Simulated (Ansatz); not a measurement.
# SiC: the cost of one run

Computed with Ansatz 0.2.0 (DFT PBE, scalar-relativistic, plane waves, PAW, unless a step's input says otherwise).

The COD entry's cell or inner coordinates are ideal or old and differ from later refinements, so a difference from it is no clean test against experiment.

12 further runs of the same task are left out: 12 set aside as unsound or not needed.

## (1) The system as given

It takes space group P6_3mc (No. 186, hexagonal). The conventional cell has a = 3.095 Å, b = 3.095 Å, c = 15.170 Å, α = 90.00°, β = 90.00°, γ = 120.00°. Around Si (site symmetry 3m) lie 4 C at 1.90 Å. C (site symmetry 3m) has 4 Si at 1.90 Å as nearest neighbours.

Structure file:

```
CELL_PARAMETERS angstrom
3.09500 0.00000 0.00000
-1.54750 2.68035 0.00000
0.00000 0.00000 15.17000
ATOMIC_POSITIONS crystal
Si 0.00000 0.00000 0.12500
Si 0.00000 0.00000 0.62500
Si 0.33333 0.66667 0.29170
Si 0.66667 0.33333 0.79170
Si 0.33333 0.66667 0.95830
Si 0.66667 0.33333 0.45830
C 0.00000 0.00000 0.00000
C 0.00000 0.00000 0.50000
C 0.33333 0.66667 0.16670
C 0.66667 0.33333 0.66670
C 0.33333 0.66667 0.83330
C 0.66667 0.33333 0.33330
```

The structure comes from the Crystallography Open Database.

## (6) Plan of the scan

The energy is mapped over a normal mode and a strain (zone-centre modes of the cell shown) (x along [1 0 0], y along [1 2 0], z along [0 0 1] of the conventional cell).

- amplitude of mode 32 (814 cm⁻¹), largest displacement in the unstrained cell: 11 values from −0.074 to 0.074 Å
- equal normal strain along x, y and z: 7 values from −2.50 to 2.50 %

Nothing else is relaxed (the pattern is fixed in fractional coordinates). Energies count from the relaxed high-symmetry cell. Points are written as (first, second).

Displacement patterns for an amplitude of 1 (Å):

```csv
atom,x1,y1,z1
Si1,0.000,0.000,-0.001
Si2,0.000,0.000,0.001
Si3,0.000,0.000,-0.024
Si4,0.000,0.000,0.024
Si5,0.000,0.000,-0.021
Si6,0.000,0.000,0.021
C7,0.000,0.000,1.000
C8,0.000,0.000,-1.000
C9,0.000,0.000,-0.933
C10,0.000,0.000,0.933
C11,0.000,0.000,-0.964
C12,0.000,0.000,0.964
```

(The set-up runs are not shown.)

## (7) Point (−0.074 Å, −2.50 %)

File input.yaml:

```yaml
crystal:
  lattice:
    - [3.0175641559, 0.0, 0.0]
    - [-1.508782078, 2.6132872166, 0.0]
    - [0.0, 0.0, 14.8066590531]
  atoms:
    - { symbol: Si, position: [0.0, 0.0, 0.1250430731] }
    - { symbol: Si, position: [0.0, 0.0, 0.6250368447] }
    - { symbol: Si, position: [0.3333333333, 0.6666666667, 0.2919359287] }
    - { symbol: Si, position: [0.6666666667, 0.3333333333, 0.7916986591] }
    - { symbol: Si, position: [0.3333333333, 0.6666666667, 0.9584134991] }
    - { symbol: Si, position: [0.6666666667, 0.3333333333, 0.4582056507] }
    - { symbol: C, position: [0.0, 0.0, 0.9948156354] }
    - { symbol: C, position: [0.0, 0.0, 0.5045612504] }
    - { symbol: C, position: [0.3333333333, 0.6666666667, 0.1713764111] }
    - { symbol: C, position: [0.6666666667, 0.3333333333, 0.6622826619] }
    - { symbol: C, position: [0.3333333333, 0.6666666667, 0.838011204] }
    - { symbol: C, position: [0.6666666667, 0.3333333333, 0.3286191816] }
basis:
  ecutwfc: 520.0
kpoints:
  mp_grid: { grid: [12, 12, 2] }
hamiltonian:
  xc: pbe
  pseudopotentials: { kind: paw, azcp: { folder: soft_1 } }
scf:
  occupations: { method: gaussian, width: 0.05 }
output:
  forces: true
  stress: true
  eigenvalues: true
```

Started as:

```console
ansatz run input.yaml --threads 4 --pin off --max-ram 8192MiB --backend cpu --events-out ev --progress --plain --runs-dir out
```

What time and memory should one allow on 4 threads of Arm Neoverse N1, shared host?

About 9.7 s, with a peak of 0.49 GiB.
